## HSE06 or PBE0 for a gallium arsenide phosphide?

Going from HSE06 to PBE0 widens the gap of ordered Ga4As3P by 0.58 eV, about a third of its HSE06 value, and barely changes the spacings within the filled or the empty bands at the points listed. The choice between the two levels is therefore mainly a choice of gap. For the colour of a light emitter it is decisive. For the order of the conduction valleys it hardly matters.

Band energies of ordered Ga4As3P (8-atom cell, space group I-42m), with v1 the highest filled band and c1 and c2 the lowest two empty ones. The cheaper level is HSE06 and the costlier one PBE0, each measured from its own valence top. Ansatz 0.2.0, plane-wave PAW, 420 eV cutoff, 4×4×4 k mesh, no spin polarisation, both levels on the same r2SCAN-relaxed cell.

```csv
point name,"band v1, cheaper level (eV)","band c1, cheaper level (eV)","band c2, cheaper level (eV)","band v1, costlier level (eV)","band c1, costlier level (eV)","band c2, costlier level (eV)"
Gamma,0.000,1.693,2.109,0.000,2.277,2.744
X,-1.062,1.906,1.913,-1.087,2.517,2.529
P,-1.099,2.836,3.067,-1.126,3.470,3.703
N,-1.235,3.857,3.934,-1.268,4.518,4.593
M,-1.674,1.992,2.197,-1.719,2.626,2.833
S,-1.112,2.357,3.606,-1.143,2.988,4.260
S_0,-1.112,2.357,3.606,-1.143,2.988,4.260
R,-1.166,2.321,2.363,-1.188,2.929,2.973
G,-1.166,2.321,2.363,-1.188,2.929,2.973
```

### One large step, many small ones

Band v1 is the highest filled band and c1 the lowest empty one, and each level of theory counts its energies from its own valence top at Gamma. Both levels place the conduction bottom at Gamma too, so the gap is direct: 1.693 eV with HSE06 and 2.277 eV with PBE0. At the other points c1 rises slightly more than at Gamma, and the largest rise is 0.66 eV, at N. The analysis printed below lists the shifts point by point. The rows S and S_0 are equivalent, and so are R and G, which leaves seven independent points. Of these, S and R lie off the 4×4×4 mesh.

The highest filled band moves almost as a whole. Measured from the valence top, v1 sinks by less than 0.05 eV at every point. Its depth grows by less than 3 % at each of them. Energy differences between the named points within this band thus look much the same at either level. The table has no points close to Gamma, so it does not test the curvature there.

This makes a shortcut possible. If the gap step found at Gamma is added to all the HSE06 values of c1 and c2, the PBE0 values are reproduced to within 0.08 eV. The rule always errs on the low side or is exact, because no empty level in the table moves by less than the conduction bottom. At these points, then, PBE0 adds little beyond its gap at Gamma. Whether it also leaves the effective masses alone could only be seen from points close to Gamma.

### Why the bands move almost as blocks

Both functionals mix a quarter of exact exchange into a semi-local functional, PBE. PBE0 does so at all distances between electrons. HSE06 does so only at short range and leaves long-range exchange entirely to PBE. The two runs share the cell, the cutoff and the mesh, so the step in the gap comes from this long-range quarter, including any error that the mesh makes in it.

The long-range part of the electron–electron interaction is $\operatorname{erf}(\omega r)/r$ in atomic units, where $r$ is the distance and $\omega = 0.11$ per bohr sets the division between short and long range. It is smooth and has lost only about a quarter of its value at the distance $1/\omega$, about 5 Å or two bond lengths. Exact exchange samples this interaction through the density matrix of the filled states, which in a semiconductor fades over a few bonds. As a first approximation, the interaction may then be replaced by its value at zero distance, $2\omega/\sqrt{\pi}$.

With a constant interaction the result is simple. The density matrix acting on a filled state gives back that state, and acting on an empty state it gives zero. Each filled state is therefore lowered by the same amount and each empty state stays where it was, whatever its wave vector. This is the expected reason why the bands move almost as two blocks. On this mesh part of the rigidity is probably built in. The spacing of the k points is comparable to $\omega$, so a large share of the long-range interaction falls to the term at zero momentum transfer, which in the usual treatments lowers all filled states alike. Had all energies been stretched by the same factor as the gap, the depth of v1 would have grown by a third as well.

An upper limit for the exact-exchange part of the step follows without a fit:

$$
\Delta_{\max} = \frac{1}{4}\cdot\frac{2\omega}{\sqrt{\pi}} = \frac{1}{4}\cdot\frac{2\times 0.11}{1.77}\ \text{hartree} \approx 0.031\ \text{hartree} \approx 0.84\ \text{eV}.
$$

This is a ceiling for what long-range exact exchange can add to the gap, and the computed step reaches about 70 % of it. A shortfall is expected, since the density matrix has a finite reach over which the interaction does fall off. Filled states then gain less than the full amount, and empty states gain a little. The estimate also assumes that the PBE exchange which is replaced had acted equally on both edges, and the table offers no way to separate these two errors.

The band edges on the runs' own energy scales, roughly comparable because cell and PAW set are the same, fit this picture. From HSE06 to PBE0 the valence top falls by 0.32 eV, while the conduction bottom rises by 0.27 eV. Exact exchange alone would not push an empty state up. PBE exchange, however, is attractive for filled and empty states alike, and taking a quarter of its long-range part away raises both. The filled states are more than compensated by exact exchange, the empty ones are not.

The same reasoning helps with a neighbouring case. In GaAs, or in an alloy with more phosphorus, $\omega$ is unchanged and the bonds are of similar length, so a step of similar size should appear even though the gap differs. It is better thought of as a fixed amount of some tenths of an eV than as a percentage of the gap.

### Which gap to believe

PBE0 is not the better level here merely because it stands higher in the usual order. In a real crystal the other electrons screen exchange at long range, roughly by the dielectric constant, which is near ten for this family of compounds. About a tenth of the bare exchange should therefore survive at large distance. PBE0 keeps a quarter and HSE06 nothing, so this part alone is expected to make the gap too wide in the first and too narrow in the second.

A rough comparison supports the signs. The disordered alloy of this composition has a low-temperature gap of roughly 1.8 eV, a recalled value and not one from the table. Spin–orbit coupling, absent from both runs, would lower the computed gaps by roughly 0.1 eV. After that correction HSE06 lies about 0.2 eV below the alloy and PBE0 about 0.4 eV above it.

The lead of HSE06 is modest and not certain. A reference gap only 0.1 eV higher would put the two levels at equal distance, and the ordered crystal of the table, a hypothetical one, need not have exactly the gap of the disordered alloy. Zero-point motion, also left out, would lower both computed gaps a little and narrow the lead further. Any error in the r2SCAN cell, which both levels share, would also shift the two gaps together. Both hybrids find the cell slightly compressed, by 0.61 GPa with HSE06 and 0.38 GPa with PBE0 (with loose stress thresholds), so relaxing at either level is expected to lower its gap a little. The comparison thus favours HSE06 without making it accurate to a tenth of an eV.

### What the step means for an emitter

Alloys of this family are used in red light-emitting diodes, where the gap sets the colour. Taken at face value, the HSE06 gap corresponds to light of 732 nm, at the deep red end of the visible range, and the PBE0 gap to 545 nm, which is green. No one choosing a composition for a red diode could work with such an uncertainty. Even an error of 0.1 eV moves the wavelength by about 40 nm near the HSE06 gap, so neither value should go into a design uncorrected. Both are gaps without temperature, and a diode at room temperature is expected to emit at roughly 0.1 eV less than the low-temperature gap.

Efficient emission straight from band to band also needs the electrons to stay in the valley at Gamma, from which they can recombine directly. The nearest competitor in the table is row X. In this tetragonal cell that point holds the L valleys of the simple zincblende lattice, while the zincblende X valleys fold onto M and Gamma. Row X lies 0.21 eV above the conduction bottom with HSE06 and 0.24 eV with PBE0, and M comes next at both levels.

The two levels thus agree that the gap is direct and on which valleys come next. They share the same short-range exchange, however, so their agreement is no independent proof of that order. Their margins differ by 0.03 eV for row X and 0.05 eV for M. The shifts group by valley: 0.584 eV at the conduction bottom, 0.611 and 0.616 eV in row X, and 0.634 to 0.636 eV for M and for c2 at Gamma, which probably derive from the zincblende X valleys. The smallest shift is expected at Gamma, where the direct gap is narrowest and filled and empty states mix most readily. A change of 0.05 eV is about twice the thermal energy at room temperature, so it matters for how many electrons leave the Gamma valley, but its size is not secure. Exact exchange with its full long-range tail converges slowly with the k mesh, and no denser mesh was run. For the same reason the 0.58 eV step itself carries an unknown mesh error.

### What each level costs

On the same mesh the two levels need similar work, because both evaluate exact exchange between pairs of k points. The difference comes from the mesh that each requires. The long tail kept by PBE0 makes the exchange between neighbouring k points sharply peaked, and a coarse mesh samples such a peak badly. HSE06 drops the tail and so leaves only a low, rounded peak, which a coarse mesh samples much better.

Curing this by brute force is dear. Doubling the mesh in each direction gives 8 times as many k points and 64 times as many pairs, before symmetry reduces both. For this crystal the extra effort would buy a well-converged gap that is probably still too wide.

A workable rule follows for arsenide phosphides of this kind. Use HSE06 for the band structure, the order of the valleys and the upper valence band, and add spin–orbit coupling before reading off a gap or the shape of the valence top. If the colour must be known to better than 0.2 eV, compute GaAs with the same settings and correct for the error found there against the measured gap, since moving up to PBE0 probably replaces a gap that is too small by one that is too large.

Numerical output:

```
Shifts from HSE06 to PBE0 and heights above the conduction bottom in eV:
    row  shift v1  shift c1  shift c2  height c1 HSE06  height c1 PBE0
  Gamma         0     0.584     0.635                0               0
      X    -0.025     0.611     0.616            0.213            0.24
      P    -0.027     0.634     0.636            1.143           1.193
      N    -0.033     0.661     0.659            2.164           2.241
      M    -0.045     0.634     0.636            0.299           0.349
      S    -0.031     0.631     0.654            0.664           0.711
    S_0    -0.031     0.631     0.654            0.664           0.711
      R    -0.022     0.608      0.61            0.628           0.652
      G    -0.022     0.608      0.61            0.628           0.652
Gap step from HSE06 to PBE0 in eV: 0.584
Gap step in percent of the HSE06 gap: 34.49
Largest miss for c1 if the gap step is added to all HSE06 empty levels in eV: 0.077
Largest miss for c2 by the same rule in eV: 0.075
Largest shift of v1 against the valence top in eV: 0.045
Stretch of the depth of v1 at M in percent: 2.688
Change of the margin between Gamma and row X in eV: 0.027
Change of the margin between Gamma and row M in eV: 0.05
Valence top on the runs' own scale, PBE0 less HSE06 in eV: -0.3164
Conduction bottom on the runs' own scale, PBE0 less HSE06 in eV: 0.2677
Ceiling of the gap opening by long-range exact exchange in eV: 0.8444
Computed gap step as a share of this ceiling in percent: 69.16
HSE06 gap after a rough spin-orbit lowering, less the rough alloy gap in eV: -0.207
PBE0 gap after a rough spin-orbit lowering, less the rough alloy gap in eV: 0.377
Wavelength of the HSE06 gap without spin-orbit coupling in nm: 732.3
Wavelength of the PBE0 gap without spin-orbit coupling in nm: 544.5
Factor in pairs of k points when the mesh is doubled in each direction: 64
```
